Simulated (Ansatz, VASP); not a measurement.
## HfN: VASP beside Ansatz

INCAR

```
PREC     = Accurate       # precision mode
ENCUT    = 520            # plane-wave cutoff, eV
EDIFF    = 1E-7           # SCF threshold, eV
ISMEAR   = 0              # smearing method
SIGMA    = 0.15           # smearing width, eV
LREAL    = F              # projectors in reciprocal space
LASPH    = T              # aspherical terms in the spheres
NELM     = 60             # most SCF steps
ALGO     = Normal         # electronic algorithm
ISIF     = 2              # what is computed and relaxed
LWAVE    = F              # write WAVECAR
LCHARG   = T              # write CHGCAR
GGA      = PE             # functional
LELF     = T              # ELF
LVHAR    = T            
NBANDS   = 14             # bands
```

Contents of KPOINTS:

```
Automatic mesh
0
Gamma
  16 16 16
```

File POSCAR:

```
HfN
1.0
    0.0000000000      2.3267939086      2.2738140414
    2.2738140414      0.0000000000      2.2738140414
    2.2738140414      2.3267939086      0.0000000000
Hf N
1 1
Direct
    0.0010043247     -0.0010043247      0.0010043247
    0.4872021197      0.5127978803      0.4872021197
```

Input for Ansatz:

```yaml
crystal:
  lattice:
    - [0.0, 2.3267939086, 2.2738140414]
    - [2.2738140414, 0.0, 2.2738140414]
    - [2.2738140414, 2.3267939086, 0.0]
  atoms:
    - { symbol: Hf, position: [0.0010043247, -0.0010043247, 0.0010043247] }
    - { symbol: "N", position: [0.4872021197, 0.5127978803, 0.4872021197] }
basis:
  ecutwfc: 520.0
kpoints:
  mp_grid: { grid: [16, 16, 16] }
hamiltonian:
  xc: pbe
  pseudopotentials: { kind: paw, azcp: { folder: soft_1 } }
scf:
  occupations: { method: gaussian, width: 0.15 }
output:
  forces: true
  stress: true
  eigenvalues: true
```

Change from the starting cell: mode 5 frozen in at -0.058 Å, normal strain along y +0.0233.

Alike in both runs: task single point; functional PBE; k mesh 16 × 16 × 16; occupations gaussian, width 0.15 eV; no spin polarisation.

|  | VASP | Ansatz |
| --- | --- | --- |
| version | VASP 6.6.1 | Ansatz 0.2.0 |
| potentials or method | VASP PAW PBE potentials, release 64 (Hf_pv, N) | scalar-relativistic, plane waves, PAW |
| plane-wave cutoff (eV) | 520 | 520 |
| valence electrons in the cell | 15 | 31 |

VASP gave:

- gap on the k mesh at the Fermi level (eV): none
- pressure (GPa): -7.3
- largest component of the traceless stress (GPa): 5.30
- rms of the force components (eV/Å): 0.303

Task: Which values does Ansatz return?

Result: gap on the k mesh at the Fermi level (eV): none; pressure (GPa): -5.1; largest component of the traceless stress (GPa): 5.37; rms of the force components (eV/Å): 0.304.

Atom by atom the forces differ by 0.000 eV/Å (rms over components). A gap of «none» marks a metal or a gap that the smearing closes. The two sets of potentials don't hold the same shells in valence.

The runs have no spin-orbit coupling, so splittings on Hf are missing.
